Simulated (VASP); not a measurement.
# From an Ansatz input to VASP: GaN (zincblende)

Ansatz input

```yaml
crystal:
  lattice:
    - [0.0, 2.2489525471, 2.2489525471]
    - [2.2489525471, 0.0, 2.2489525471]
    - [2.2489525471, 2.2489525471, 0.0]
  atoms:
    - { symbol: Ga, position: [0.0, 0.0, 0.0] }
    - { symbol: "N", position: [0.25, 0.25, 0.25] }
kpoints:
  mp_grid: { grid: [10, 10, 10] }
  band_path:
    path:
      - [0.0, 0.0, 0.0]
      - [0.5, 0.0, 0.5]
      - [0.5, 0.25, 0.75]
      - [0.375, 0.375, 0.75]
      - [0.5, 0.5, 0.5]
      - [0.625, 0.25, 0.625]
    npoints: 1
hamiltonian:
  xc: lda
scf:
  occupations: { method: fixed }
  n_extra_bands: 4
output:
  forces: true
  stress: true
  eigenvalues: true
```

Problem. Write VASP inputs for this cell and level of theory.

Solution. 

INCAR

```
PREC = Accurate
NELM = 120
NBANDS = 16
EDIFF = 1E-7
ISMEAR = 0
LREAL = .FALSE.
ENCUT = 520
IBRION = -1
ISIF = 2
LWAVE = .FALSE.
GGA = CA
LASPH = .TRUE.
SIGMA = 0.01
NSW = 0
LCHARG = .FALSE.
```

KPOINTS

```
KPOINTS created by Atomic Simulation Environment
0
Gamma
10 10 10
0 0 0
```

KPOINTS_OPT

```
special points
6
Reciprocal
0.0000000000 0.0000000000 0.0000000000 1
0.5000000000 0.0000000000 0.5000000000 1
0.5000000000 0.2500000000 0.7500000000 1
0.3750000000 0.3750000000 0.7500000000 1
0.5000000000 0.5000000000 0.5000000000 1
0.6250000000 0.2500000000 0.6250000000 1
```

POSCAR

```
Ga N
 1.0000000000000000
     0.0000000000000000    2.2489525470600347    2.2489525470600347
     2.2489525470600347    0.0000000000000000    2.2489525470600347
     2.2489525470600347    2.2489525470600347    0.0000000000000000
 Ga  N
   1   1
Cartesian
  0.0000000000000000 -0.0000000000000000 -0.0000000000000000
  1.1244762735300171  1.1244762735300171  1.1244762735300171
```

VASP ran with the recommended LDA PAW datasets (18 valence electrons in the cell). Other inputs would serve too.

|  | Ansatz | VASP |
| --- | --- | --- |
| gap between bands v and c | 1.77 eV | 1.79 eV |
| least direct gap | 1.77 eV | 1.79 eV |
| pressure | -5.4 GPa | -4.4 GPa |

Each program uses its own PAW datasets. VASP's cell holds 18 valence electrons and Ansatz's 18. LDA means the Perdew–Zunger form with relativistic exchange in VASP and the Perdew–Wang form in Ansatz. Ansatz's stress includes a Pulay correction; VASP's doesn't.
